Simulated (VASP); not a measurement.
Se, 3 atoms in the cell. It takes space group P3_121 (No. 152, trigonal). Conventional cell: a = 4.381 Å, b = 4.381 Å, c = 4.973 Å, α = 90.00°, β = 90.00°, γ = 120.00°. Se (site symmetry 2) has 2 Se at 2.38 Å as nearest neighbours. 

* Program: VASP 6.6.1
* Task: density of states
* Functional: PBEsol
* Potentials or basis: VASP PAW PBE potentials, release 64 (Se)
* Cutoff: 520 eV
* k mesh: 7 × 7 × 5
* Occupations: fermi-dirac, width 0.1 eV
* Spin: no spin polarisation
* Dipole correction: no
* k mesh for the DOS: 11 × 11 × 8
* Occupations for the DOS: tetrahedron
* Further INCAR settings: ALGO = Fast; EDIFF = 1e-07

Potentials or basis: VASP PAW PBE potentials, release 64 (Se).

The run is started by

```sh
$ cat potpaw_PBE.64/Se/POTCAR > POTCAR
$ cp INCAR.step1 INCAR
$ cp KPOINTS.step1 KPOINTS
$ mpirun -np 1 vasp_std > vasp.out
$ cp INCAR.step2 INCAR
$ cp KPOINTS.step2 KPOINTS
$ mpirun -np 1 vasp_std > vasp.out
```

Hardware: 1 thread of AMD EPYC 9R45 96-Core Processor (Zen 5), on a shared host.

Q: Estimate the wall time of this run.

A: It took 2.5 min on 1 thread of AMD EPYC 9R45 96-Core Processor (Zen 5), with other jobs on the host, peak memory 0.35 GiB. Counts: scf iterations 9, k points 270.
